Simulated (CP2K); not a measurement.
Runs of CP2K 2026.2 on I. Symmetry: Fmmm, No. 69, orthorhombic system. Conventional cell: a = 4.384 Å, b = 4.731 Å, c = 7.820 Å, α = 90.00°, β = 90.00°, γ = 90.00°. I (site symmetry mmm) has 4 I at 3.23 Å as nearest neighbours. 

| task | level | potentials or basis | cell | k mesh | smearing | EPS_DEFAULT | k points reduced by the point group | NGRIDS | basis sets | potentials | gap on the mesh (eV) | pressure (GPa) |
| --- | --- | --- | --- | --- | --- | --- | --- | --- | --- | --- | --- | --- |
| band structure | r2SCAN | POTENTIAL_UZH I GTH-SCAN-q7; TZVP-MOLOPT-SCAN-GTH basis | as given | 9 × 9 × 9 | fermi-dirac 0.01 eV | 1.0E-9 | yes | 5 | I TZVP-MOLOPT-SCAN-GTH-q7 | I GTH-SCAN-q7 of POTENTIAL_UZH | none | (a) |
| relaxation of cell and atoms | LDA | GTH_POTENTIALS I GTH-PADE-q7; TZVP-MOLOPT-PBE-GTH basis | relaxed | 7 × 7 × 7 | fermi-dirac 0.05 eV | 1.0E-9 | - | 4 | I TZVP-MOLOPT-PBE-GTH-q7 | I GTH-PADE-q7 of GTH_POTENTIALS | none | 0.0 |
| band structure | LDA | GTH_POTENTIALS I GTH-PADE-q7; TZVP-MOLOPT-PBE-GTH basis | as given | 9 × 9 × 9 | fermi-dirac 0.1 eV | 1.0E-9 | yes | 4 | I TZVP-MOLOPT-PBE-GTH-q7 | I GTH-PADE-q7 of GTH_POTENTIALS | none | (b) |
| band structure | r2SCAN | POTENTIAL_UZH I GTH-SCAN-q7; TZVP-MOLOPT-SCAN-GTH basis | as given | 9 × 9 × 9 | fermi-dirac 0.05 eV | 1.0E-9 | yes | 5 | I TZVP-MOLOPT-SCAN-GTH-q7 | I GTH-SCAN-q7 of POTENTIAL_UZH | none | 0.7 |
| band structure | SCAN | POTENTIAL_UZH I GTH-SCAN-q7; TZVP-MOLOPT-SCAN-GTH basis | as given | 9 × 9 × 9 | fermi-dirac 0.01 eV | 1.0E-9 | yes | 5 | I TZVP-MOLOPT-SCAN-GTH-q7 | I GTH-SCAN-q7 of POTENTIAL_UZH | none | 0.5 |
| band structure | TASK | POTENTIAL_UZH I GTH-SCAN-q7; TZVP-MOLOPT-SCAN-GTH basis | as given | 9 × 9 × 9 | fermi-dirac 0.01 eV | 1.0E-10 | yes | 4 | I TZVP-MOLOPT-SCAN-GTH-q7 | I GTH-SCAN-q7 of POTENTIAL_UZH | none | 5.1 |
| band structure | LDA | GTH_POTENTIALS I GTH-PADE-q7; TZVP-MOLOPT-PBE-GTH basis | as given | 9 × 9 × 9 | fermi-dirac 0.05 eV | 1.0E-9 | yes | 4 | I TZVP-MOLOPT-PBE-GTH-q7 | I GTH-PADE-q7 of GTH_POTENTIALS | none | -1.5 |

Alike in all rows: no spin polarisation.

Question: Estimate the missing entries.

Answer: (a) 0.6; (b) -1.4.

Caveats: the basis of atomic orbitals isn't converged, which shifts pressures, moduli and gaps; an odd number of electrons without spin polarisation forces a metal; a magnetic or distorted state may lie lower; more than 0.5 GPa of stress was left at the end, so the final cell isn't listed (some runs); the potentials were made for another functional, which shifts forces and pressure (some runs).

A k mesh can miss the band edges, and the runs leave out spin-orbit coupling on I.

A gap of «none» marks a metal or a gap under the smearing width.

Not every run made on this cell is shown here.
